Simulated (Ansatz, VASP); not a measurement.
## One calculation of Sb, two programs

The input INCAR:

```
ALGO     = Normal         # electronic algorithm
EDIFF    = 1E-7           # SCF threshold, eV
ENCUT    = 520            # plane-wave cutoff, eV
GGA      = PE             # functional
ISIF     = 2              # what is computed and relaxed
ISMEAR   = -1             # smearing method
LASPH    = True           # aspherical terms in the spheres
LCHARG   = False          # write CHGCAR
LREAL    = False          # projectors in reciprocal space
LWAVE    = False          # write WAVECAR
NBANDS   = 18             # bands
NELM     = 60             # most SCF steps
PREC     = Accurate       # precision mode
SIGMA    = 0.05           # smearing width, eV
```

Contents of KPOINTS:

```
k-points
0
Gamma
  6 6 4
```

Contents of POSCAR:

```
Sb
1.0
    4.4352720244      0.0000000000      0.0000000000
    0.0000000000      4.3308481452      0.0000000000
   -1.2935620687      0.0000000000      6.2344268918
Sb
4
Direct
    0.3399300000      0.2500000000      0.6836700000
    0.9366380000      0.7500000000      0.7627580000
    0.0633620000      0.2500000000      0.2372420000
    0.6600700000      0.7500000000      0.3163300000
```

File input.yaml:

```yaml
crystal:
  lattice:
    - [4.4352720244, 0.0, 0.0]
    - [0.0, 4.3308481452, 0.0]
    - [-1.2935620687, 0.0, 6.2344268918]
  atoms:
    - { symbol: Sb, position: [0.33993, 0.25, 0.68367] }
    - { symbol: Sb, position: [0.936638, 0.75, 0.762758] }
    - { symbol: Sb, position: [0.063362, 0.25, 0.237242] }
    - { symbol: Sb, position: [0.66007, 0.75, 0.31633] }
hamiltonian:
  xc: pbe
  pseudopotentials: { kind: paw }
kpoints:
  mp_grid: { grid: [6, 6, 4] }
scf:
  occupations: { method: fermi_dirac, width: 0.05 }
output:
  forces: true
  stress: true
  eigenvalues: true
```

Change from the starting cell: volume scaled by 0.94.

Alike in both runs: task single point; functional PBE; k mesh 6 × 6 × 4; occupations fermi-dirac, width 0.05 eV; no spin polarisation.

|  | VASP | Ansatz |
| --- | --- | --- |
| version | VASP 6.6.1 | Ansatz 0.2.0 |
| potentials or method | VASP PAW PBE potentials, release 64 (Sb) | Ansatz PAW |
| plane-wave cutoff (eV) | 520 | 420 |
| valence electrons in the cell | 20 | 60 |

```tsv
	VASP	Ansatz	Ansatz less VASP
gap on the k mesh at the Fermi level (eV)	none	none	-
pressure (GPa)	3.6	3.6	-0.08
largest component of the traceless stress (GPa)	0.50	0.48	-0.028
rms of the force components (eV/Å)	0.271	0.247	-0.0241
```

Atom by atom the forces differ by 0.027 eV/Å (rms over components). A gap of «none» marks a metal or a gap that the smearing closes. With one functional, cell and mesh, what is left measures potentials, basis and numerics. The two sets of potentials don't hold the same shells in valence.

The runs have no spin-orbit coupling, so splittings on Sb are missing.
